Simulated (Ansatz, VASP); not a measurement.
# Two plane-wave programs on W

```xyz
1
Lattice="2.8709 0.0000 0.0000 1.4354 2.4862 0.0000 1.4354 0.8287 2.3440" Properties=species:S:1:pos:R:3 pbc="T T T"
W     0.0000    0.0000    0.0000
```

This isn't the form of W at room conditions, which is bcc.

Alike in both runs: task single point; functional PBE; k mesh 3 × 3 × 3; occupations fermi-dirac, width 0.1 eV; no spin polarisation.

|  | VASP | Ansatz |
| --- | --- | --- |
| version | VASP 6.6.1 | Ansatz 0.2.0 |
| potentials or method | VASP PAW PBE potentials, release 64 (W_sv) | plane waves, PAW |
| plane-wave cutoff (eV) | 520 | 420 |
| valence electrons in the cell | 14 | 14 |

Ansatz gave:

```
pressure (GPa) : 1.3
```

Task: Which values does VASP return?

Result: Pressure (GPa): 1.9.

With one functional, cell and mesh, what is left measures potentials, basis and numerics.

Caveats: the k mesh is coarse (spacing up to 0.89 Å⁻¹), so the values aren't converged. Spin-orbit coupling is left out, which matters for the levels of W.
